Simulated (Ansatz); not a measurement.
# InPd: the cost of one run

Computed with Ansatz 0.2.0 (DFT PBE, scalar-relativistic, plane waves, PAW, unless a step's input says otherwise).

2 further runs of the same task are left out: 2 set aside as unsound or not needed.

## Step 1: The system as given

It takes space group Pm-3m (No. 221, cubic). The conventional cell has a = 3.305 Å, b = 3.305 Å, c = 3.305 Å, α = 90.00°, β = 90.00°, γ = 90.00°. In (site symmetry m-3m) has 8 Pd at 2.86 Å as nearest neighbours. Pd (site symmetry m-3m) is surrounded by 8 In at 2.86 Å.

As a file:

```xyz
2
Lattice="3.3053 0.0000 0.0000 0.0000 3.3053 0.0000 0.0000 0.0000 3.3053" Properties=species:S:1:pos:R:3 pbc="T T T"
In    0.0000    0.0000    0.0000
Pd    1.6526    1.6526    1.6526
```

It goes back to an entry of the Materials Project, which need not be the stable form.

This cell was relaxed beforehand with the same method: volume 18.05 Å³/atom, gap on the mesh none (metal).

## Step 2: The scan

The energy is mapped over two normal modes frozen in (zone-centre modes of the cell shown).

- amplitude of mode 4 (131 cm⁻¹), largest displacement: 11 values from −0.096 to 0.096 Å
- amplitude of mode 5 (131 cm⁻¹), largest displacement: 11 values from −0.096 to 0.096 Å

Nothing else is relaxed (the cell and all other modes fixed). Energies count from the relaxed high-symmetry cell. Points are written as (first, second).

The modes come from a phonon run on the reference cell, made beforehand.

Displacement patterns for an amplitude of 1 (Å):

| atom | x1 | y1 | z1 | x2 | y2 | z2 |
| --- | --- | --- | --- | --- | --- | --- |
| In1 | 0.927 | 0.000 | 0.000 | 0.000 | 0.927 | 0.000 |
| Pd2 | -1.000 | 0.000 | 0.000 | 0.000 | -1.000 | 0.000 |

## Step 3: The run at (−0.096 Å, −0.019 Å)

Contents of input.yaml:

```yaml
crystal:
  lattice:
    - [3.305263596, 0.0, 0.0]
    - [0.0, 3.305263596, 0.0]
    - [0.0, 0.0, 3.305263596]
  atoms:
    - { symbol: In, position: [-0.0269202079, -0.0053840416, 0.0] }
    - { symbol: Pd, position: [0.5290445821, 0.5058089164, 0.5] }
basis:
  ecutwfc: 420
kpoints:
  mp_grid: { grid: [14, 14, 14] }
hamiltonian:
  xc: pbe
scf:
  occupations: { method: gaussian, width: 0.15 }
output:
  forces: true
  stress: true
  eigenvalues: true
  write_density: true
  write_potential: true
  elf: true
  volumetric_format: npy
```

Run with:

```sh
> ansatz run input.yaml --threads 1 --pin off --max-ram 2048MiB --backend cpu --events-out ev --progress --plain --runs-dir out
```

What time and memory should one allow on 1 thread of Intel Xeon 6975P-C (Granite Rapids), shared host?

About 31 s, with a peak of 0.85 GiB.
